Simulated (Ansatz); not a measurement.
# KF: do energies and stresses tell the same story?

The calculation used Ansatz 0.2.0, DFT PBE, scalar-relativistic, plane waves, PAW.

Plane waves to 420 eV, a k mesh through Γ of 8×8×8 on the computed 2-atom cell and Gaussian smearing (0.02 eV); no spin polarisation.

Relaxed cell: Fm-3m, a = 5.419 Å, b = 5.419 Å, c = 5.419 Å, α = 90.00°, β = 90.00°, γ = 90.00°, 2 atoms in the primitive cell.

Energies at zero smearing and pressures from the stress tensor, at volumes with shape and atoms relaxed:
```tsv
V (Å³/atom)	E − E(first) (meV/atom)	P (GPa)
18.695	0.00	2.12
19.292	-5.76	0.99
19.889	-7.62	0.03
20.485	-6.21	-0.77
21.082	-2.05	-1.44
```

Check P = −dE/dV between neighbouring volumes, and get the bulk modulus from the pressures alone.

With 1 eV/Å³ = 160.2 GPa:
```csv
middle V (Å³/atom),−ΔE/ΔV (GPa),mean P (GPa)
18.994,1.545,1.556
19.590,0.502,0.511
20.187,-0.380,-0.367
20.784,-1.116,-1.105
```

The two differ by 0.01 GPa at most. The mean of two end pressures misses the average over a step by about ΔV² P″/12, up to 0.02 GPa here; with that taken off 0.01 GPa remains. Around V = 19.889 Å³/atom, the two neighbours give B = −V ΔP/ΔV = 19.889 × 1.76 / 1.193 = 29.3 GPa, against B0 = 29.0 GPa from the Birch–Murnaghan fit of the energies.